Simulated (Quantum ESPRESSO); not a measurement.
# Bi in Quantum ESPRESSO: projected density of states with RPBE+D3

Aim: the projected density of states of Bi with RPBE+D3.

Program: Quantum ESPRESSO 7.5. These are calculated values, not measurements. Logs are shortened: lines on timing, memory, paths and dates and some standing lists are left out, and cuts for length are marked.

### Step 1. Starting point

The cell holds a slab with vacuum, 6 atoms: a = 4.526 Å, b = 4.658 Å, c = 21.527 Å, α = 90.00°, β = 90.00°, γ = 90.00°.

### Step 2. Projected density of states, RPBE+D3

Contents of pw.in:

```
&CONTROL
  calculation = 'scf'
  prefix = 'pwscf'
  outdir = './tmp'
  pseudo_dir = './pseudo'
  tprnfor = .true.
  disk_io = 'low'
  tefield = .true.
  dipfield = .true.
/
&SYSTEM
  ibrav = 0
  celldm(1) = 8
  nat = 6
  ntyp = 1
  ecutwfc = 66
  nbnd = 58
  input_dft = 'rpbe'
  occupations = 'smearing'
  smearing = 'mp'
  degauss = 0.01469973
  vdw_corr = 'grimme-d3'
  dftd3_version = 3
  edir = 3
  emaxpos = 0.9768
  eopreg = 0.0465
  eamp = 0
/
&ELECTRONS
  conv_thr = 6d-09
  electron_maxstep = 150
  mixing_beta = 0.3
  mixing_mode = 'local-TF'
/
ATOMIC_SPECIES
Bi   208.9804 Bi.upf
CELL_PARAMETERS alat
  1.0692043437292   0.0000000000000   0.0000000000000
  0.0000000000000   1.1003904003989   0.0000000000000
  0.0000000000000   0.0000000000000   5.0851319322260
ATOMIC_POSITIONS crystal
Bi     0.7500000000    0.1571351754    0.3483917950
Bi     0.2500000000    0.6556953391    0.3491136348
Bi     0.7500000000    0.1214990508    0.4995946285
Bi     0.2500000000    0.6200592145    0.5003164683
Bi     0.7500000000    0.0828666387    0.6508863652
Bi     0.2500000000    0.5814268024    0.6516082050
K_POINTS automatic
6 6 1 0 0 0
```

Contents of pp_density.in:

```
&INPUTPP
  prefix = 'pwscf'
  outdir = './tmp'
  filplot = 'density.dat'
  plot_num = 0
/
&PLOT
  nfile = 1
  filepp(1) = 'density.dat'
  iflag = 3
  output_format = 6
  fileout = 'density.cube'
/
```

Contents of pp_potential.in:

```
&INPUTPP
  prefix = 'pwscf'
  outdir = './tmp'
  filplot = 'potential.dat'
  plot_num = 11
/
&PLOT
  nfile = 1
  filepp(1) = 'potential.dat'
  iflag = 3
  output_format = 6
  fileout = 'potential.cube'
/
```

Contents of pp_elf.in:

```
&INPUTPP
  prefix = 'pwscf'
  outdir = './tmp'
  filplot = 'elf.dat'
  plot_num = 8
/
&PLOT
  nfile = 1
  filepp(1) = 'elf.dat'
  iflag = 3
  output_format = 6
  fileout = 'elf.cube'
/
```

Contents of nscf.in:

```
&CONTROL
  calculation = 'nscf'
  prefix = 'pwscf'
  outdir = './tmp'
  pseudo_dir = './pseudo'
  disk_io = 'low'
  tefield = .true.
  dipfield = .true.
/
&SYSTEM
  ibrav = 0
  celldm(1) = 8
  nat = 6
  ntyp = 1
  ecutwfc = 66
  nbnd = 58
  input_dft = 'rpbe'
  occupations = 'tetrahedra_opt'
  vdw_corr = 'grimme-d3'
  dftd3_version = 3
  edir = 3
  emaxpos = 0.9768
  eopreg = 0.0465
  eamp = 0
/
&ELECTRONS
  conv_thr = 1d-08
  electron_maxstep = 150
  mixing_beta = 0.3
  mixing_mode = 'local-TF'
  startingwfc = 'random'
/
ATOMIC_SPECIES
Bi   208.9804 Bi.upf
CELL_PARAMETERS alat
  1.0692043437292   0.0000000000000   0.0000000000000
  0.0000000000000   1.1003904003989   0.0000000000000
  0.0000000000000   0.0000000000000   5.0851319322260
ATOMIC_POSITIONS crystal
Bi     0.7500000000    0.1571351754    0.3483917950
Bi     0.2500000000    0.6556953391    0.3491136348
Bi     0.7500000000    0.1214990508    0.4995946285
Bi     0.2500000000    0.6200592145    0.5003164683
Bi     0.7500000000    0.0828666387    0.6508863652
Bi     0.2500000000    0.5814268024    0.6516082050
K_POINTS automatic
9 9 2 0 0 0
```

Contents of projwfc.in:

```
&PROJWFC
  prefix = 'pwscf'
  outdir = './tmp'
  filpdos = 'p'
  Emin = -13
  Emax = 12
  DeltaE = 0.05
/
```

Potentials or basis: PseudoDojo 0.4.1 SR PBE standard.

Launch:

```
OMP_NUM_THREADS=1 mpirun -n 2 pw.x -nk 2 -in pw.in > pw.out
OMP_NUM_THREADS=1 mpirun -n 1 pp.x -in pp_density.in > pp_density.out
OMP_NUM_THREADS=1 mpirun -n 1 pp.x -in pp_potential.in > pp_potential.out
OMP_NUM_THREADS=1 mpirun -n 1 pp.x -in pp_elf.in > pp_elf.out
OMP_NUM_THREADS=1 mpirun -n 2 pw.x -nk 2 -in nscf.in > nscf.out
OMP_NUM_THREADS=1 mpirun -n 1 projwfc.x -in projwfc.in > projwfc.out
```

pw.out:

```text
This program is part of the open-source Quantum ESPRESSO suite
     for quantum simulation of materials; please cite
         "P. Giannozzi et al., J. Phys.:Condens. Matter 21 395502 (2009);
         "P. Giannozzi et al., J. Phys.:Condens. Matter 29 465901 (2017);
         "P. Giannozzi et al., J. Chem. Phys. 152 154105 (2020);
     in publications or presentations arising from this work. More details at

     Presently no symmetry can be used with electric field

     IMPORTANT: XC functional enforced from input :
     Exchange-correlation= RPBE
                           (   1   4  44   4   0   0   0)
     Any further DFT definition will be discarded
     Please, verify this is what you really want

     K-points division:     npool     =       2
     Subspace diagonalization in iterative solution of the eigenvalue problem:
     a serial algorithm will be used

     G-vector sticks info
     --------------------
     sticks:   dense  smooth     PW     G-vecs:    dense   smooth      PW
     Sum        1581    1581    443               221907   221907   33269

     Using Slab Decomposition

     bravais-lattice index     =            0
     lattice parameter (alat)  =       8.0000  a.u.
     unit-cell volume          =    3063.2306 (a.u.)^3
     number of atoms/cell      =            6
     number of atomic types    =            1
     number of electrons       =        90.00
     number of Kohn-Sham states=           58
     kinetic-energy cutoff     =      66.0000  Ry
     charge density cutoff     =     264.0000  Ry
     scf convergence threshold =      6.0E-09
     mixing beta               =       0.3000
     number of iterations used =            8  local-TF  mixing
     Exchange-correlation= RPBE
                           (   1   4  44   4   0   0   0)

     celldm(1)=   8.000000  celldm(2)=   0.000000  celldm(3)=   0.000000
     celldm(4)=   0.000000  celldm(5)=   0.000000  celldm(6)=   0.000000

     crystal axes: (cart. coord. in units of alat)
               a(1) = (   1.069204   0.000000   0.000000 )
               a(2) = (   0.000000   1.100390   0.000000 )
               a(3) = (   0.000000   0.000000   5.085132 )

     reciprocal axes: (cart. coord. in units 2 pi/alat)
               b(1) = (  0.935275  0.000000  0.000000 )
               b(2) = (  0.000000  0.908768  0.000000 )
               b(3) = (  0.000000  0.000000  0.196652 )

     PseudoPot. # 1 for Bi read from file:
     Bi.upf
     Pseudo is Norm-conserving + core correction, Zval = 15.0
     Generated using ONCVPSP code by D. R. Hamann
     Using radial grid of 1490 points,  6 beta functions with:
                l(1) =   0
                l(2) =   0
                l(3) =   1
                l(4) =   1
                l(5) =   2
[... 34 lines left out ...]
         Bi         5.627            3.890   1067.76 147315.96
         Bi         4.624            3.890   1067.76 147315.96
         Bi         4.617            3.890   1067.76 147315.96

         Molecular C6 ( Ry / a.u.^6 ) =     38439.43

     number of k points=    20  Methfessel-Paxton smearing, width (Ry)=  0.0147
                       cart. coord. in units 2pi/alat
        k(    1) = (   0.0000000   0.0000000   0.0000000), wk =   0.0555556
        k(    2) = (   0.0000000   0.1514614   0.0000000), wk =   0.1111111
        k(    3) = (   0.0000000   0.3029228   0.0000000), wk =   0.1111111
        k(    4) = (   0.0000000  -0.4543842   0.0000000), wk =   0.0555556
        k(    5) = (   0.1558792   0.0000000   0.0000000), wk =   0.1111111
        k(    6) = (   0.1558792   0.1514614   0.0000000), wk =   0.1111111
[... 12 lines left out ...]
        k(   19) = (  -0.4676375   0.3029228   0.0000000), wk =   0.1111111
        k(   20) = (  -0.4676375  -0.4543842   0.0000000), wk =   0.0555556

     Dense  grid:   221907 G-vectors     FFT dimensions: (  45,  45, 216)

     Initial potential from superposition of free atoms

     starting charge      89.9949, renormalised to      90.0000

     negative rho (up, down):  3.988E-06 0.000E+00

     Adding external electric field

     Computed dipole along edir(3) :
        Dipole                0.0000 Ry au,          0.0000 Debye
        Dipole field          0.0000 Ry au,

        Potential amp.       -0.0000 Ry
        Total length         38.7894 bohr

     Starting wfcs are   54 randomized atomic wfcs +    4 random wfcs

     Self-consistent Calculation

     iteration #  1     ecut=    66.00 Ry     beta= 0.30
     Davidson diagonalization with overlap
     ethr =  1.00E-02,  avg # of iterations =  6.1

     Threshold (ethr) on eigenvalues was too large:
     Diagonalizing with lowered threshold

     Davidson diagonalization with overlap
     ethr =  1.81E-05,  avg # of iterations = 11.8

     Adding external electric field
[... 203 lines left out ...]
        Potential amp.        0.0001 Ry
        Total length         38.7894 bohr

     End of self-consistent calculation

          k = 0.0000 0.0000 0.0000 ( 27697 PWs)   bands (ev):

   -20.6954 -20.5648 -20.5630 -20.4932 -20.4927 -20.4890 -20.4831 -20.4097
   -20.4008 -20.4003 -20.3785 -20.3627 -20.3621 -20.3406 -20.3029 -20.2915
   -20.2864 -20.2842 -20.2801 -20.2579 -20.2058 -20.2051 -20.2017 -20.2009
   -20.1794 -20.1768 -20.1763 -20.1331 -20.0568 -20.0563 -10.4249  -9.7092
    -9.0748  -6.6446  -5.9277  -5.2885  -1.6257  -0.5578  -0.2642   0.1249
     0.4260   0.4848   0.6483   0.9885   2.1616   3.1267   4.4622   5.4629
     5.8280   5.8734   5.9952   6.2453   6.3752   6.5915   6.7134   7.1737
     7.1809   7.1916
[... 190 lines left out ...]
   -20.5838 -20.5838 -20.4905 -20.4905 -20.4615 -20.4614 -20.4159 -20.4159
   -20.3976 -20.3976 -20.3769 -20.3769 -20.3319 -20.3319 -20.2929 -20.2929
   -20.2857 -20.2857 -20.2601 -20.2596 -20.2583 -20.2578 -20.2045 -20.2045
   -20.2003 -20.2003 -20.1639 -20.1639 -20.1385 -20.1385  -8.6360  -8.6359
    -7.9263  -7.9263  -7.3007  -7.3007  -1.7700  -1.7700  -1.0588  -1.0587
    -0.4645  -0.4644   0.2300   0.2301   2.4065   2.4065   5.1362   5.1363
     6.2919   6.2920   6.4398   6.4398   7.1886   7.1887   7.6516   7.6516
     7.8626   7.8626

          k =-0.4676-0.4544 0.0000 ( 27712 PWs)   bands (ev):

   -20.5997 -20.5997 -20.4977 -20.4977 -20.4603 -20.4602 -20.4182 -20.4182
   -20.3933 -20.3933 -20.3910 -20.3909 -20.3302 -20.3302 -20.2999 -20.2999
   -20.2921 -20.2921 -20.2588 -20.2583 -20.2570 -20.2565 -20.1977 -20.1977
   -20.1937 -20.1937 -20.1480 -20.1479 -20.1228 -20.1228  -8.5277  -8.5277
    -7.8182  -7.8182  -7.1919  -7.1919  -2.2760  -2.2760  -1.5683  -1.5683
    -0.9737  -0.9737   0.3182   0.3183   2.5174   2.5175   5.2717   5.2718
     5.8582   5.8583   7.3445   7.3445   7.8080   7.8080   8.5455   8.5456
     9.1366   9.1367

     the Fermi energy is     2.4279 ev

!    total energy              =    -985.13665351 Ry
     estimated scf accuracy    <          5.6E-10 Ry
     smearing contrib. (-TS)   =      -0.00131778 Ry
     internal energy E=F+TS    =    -985.13533573 Ry

     The total energy is F=E-TS. E is the sum of the following terms:
     one-electron contribution =   -3240.63597425 Ry
     hartree contribution      =    1647.14620138 Ry
     xc contribution           =    -260.24680196 Ry
     ewald contribution        =     868.74989427 Ry
     DFT-D3 Dispersion         =      -0.14865518 Ry
     electric field correction =       0.00000000 Ry

     convergence has been achieved in  13 iterations

     Forces acting on atoms (cartesian axes, Ry/au):

     atom    1 type  1   force =     0.00000001   -0.00129643    0.00356282
     atom    2 type  1   force =    -0.00000003   -0.00236057    0.00357581
     atom    3 type  1   force =     0.00000033   -0.00044136    0.00012233
     atom    4 type  1   force =    -0.00000026    0.00027044    0.00008048
     atom    5 type  1   force =    -0.00000000    0.00246182   -0.00367932
     atom    6 type  1   force =    -0.00000004    0.00136608   -0.00366212

     Total force =     0.008240     Total SCF correction =     0.000065

=------------------------------------------------------------------------------=
   JOB DONE.
=------------------------------------------------------------------------------=
```

pp_potential.out:

```text
This program is part of the open-source Quantum ESPRESSO suite
     for quantum simulation of materials; please cite
         "P. Giannozzi et al., J. Phys.:Condens. Matter 21 395502 (2009);
         "P. Giannozzi et al., J. Phys.:Condens. Matter 29 465901 (2017);
         "P. Giannozzi et al., J. Chem. Phys. 152 154105 (2020);
     in publications or presentations arising from this work. More details at

[... 33 lines left out ...]
     Writing data to file  potential.dat
     Reading data from file  potential.dat

     Writing data to be plotted to file potential.cube
     Plot Type: 3D                     Output format: Gaussian cube

=------------------------------------------------------------------------------=
   JOB DONE.
=------------------------------------------------------------------------------=
```

Run time: 32 min. Hardware: 2 MPI ranks of Arm Neoverse V2, shared host; peak memory 2.4 GiB.

Results:

| Property | Result |
| --- | --- |
| Free energy | -13403.4670 eV |
| Largest force | 0.114 eV/Å |
| Band gap on the k mesh | none (metal or under the smearing width) |
| Dipole across the slab | 0.00 D |
| Work function of the upper face | 4.11 eV |
| Work function of the lower face | 4.11 eV |

Forces in eV/Å, atoms in the order of the input:
```
Bi   0.000 -0.033  0.092
Bi   0.000 -0.061  0.092
Bi   0.000 -0.011  0.003
Bi   0.000  0.007  0.002
Bi   0.000  0.063 -0.095
Bi   0.000  0.035 -0.094
```

Levels at points of the mesh, in eV from the Fermi level:
```csv
k point,band 42,band 43,band 44,band 45,band 46,band 47,band 48,band 49
"(0.00, 0.00, 0.00)",-1.94,-1.78,-1.44,-0.27,0.70,2.03,3.03,3.40
"(0.00, -0.50, 0.00)",-0.56,-0.39,-0.37,0.07,0.09,0.12,0.16,0.72
"(-0.50, 0.00, 0.00)",-0.77,-0.32,-0.32,-0.15,-0.15,-0.05,-0.05,0.53
"(-0.50, -0.50, 0.00)",-3.40,-2.11,-2.11,0.09,0.09,2.84,2.84,3.43
```

States per cell in windows of 1 eV (zero at the Fermi level; states under -8 eV left out):
```
from (eV)  total  Bi#6 p wfc3  Bi#5 p wfc3  Bi#2 p wfc3  Bi#1 p wfc3  Bi#4 p wfc3  Bi#3 p wfc3
     -8.0   0.11         0.00         0.00         0.00         0.00         0.00         0.00
     -7.0   0.00         0.00         0.00         0.00         0.00         0.00         0.00
     -6.0   0.00         0.00         0.00         0.00         0.00         0.00         0.00
     -5.0   0.70         0.08         0.08         0.08         0.08         0.19         0.19
     -4.0   3.45         0.51         0.52         0.52         0.52         0.63         0.63
     -3.0   4.59         0.67         0.67         0.67         0.67         0.85         0.85
     -2.0   5.12         0.87         0.86         0.86         0.87         0.67         0.67
     -1.0   4.00         0.69         0.70         0.70         0.69         0.46         0.46
      0.0   3.47         0.61         0.60         0.60         0.61         0.39         0.39
      1.0   3.61         0.57         0.58         0.58         0.57         0.51         0.51
      2.0   3.59         0.49         0.49         0.49         0.49         0.66         0.66
      3.0   4.78         0.45         0.45         0.45         0.45         0.58         0.58
      4.0   6.35         0.40         0.40         0.40         0.40         0.41         0.41
      5.0   4.09         0.18         0.18         0.18         0.17         0.11         0.11
```

Caveat: the potentials were made for another functional, which shifts forces and pressure; spin-orbit coupling is left out, which moves the levels of the heavy elements.
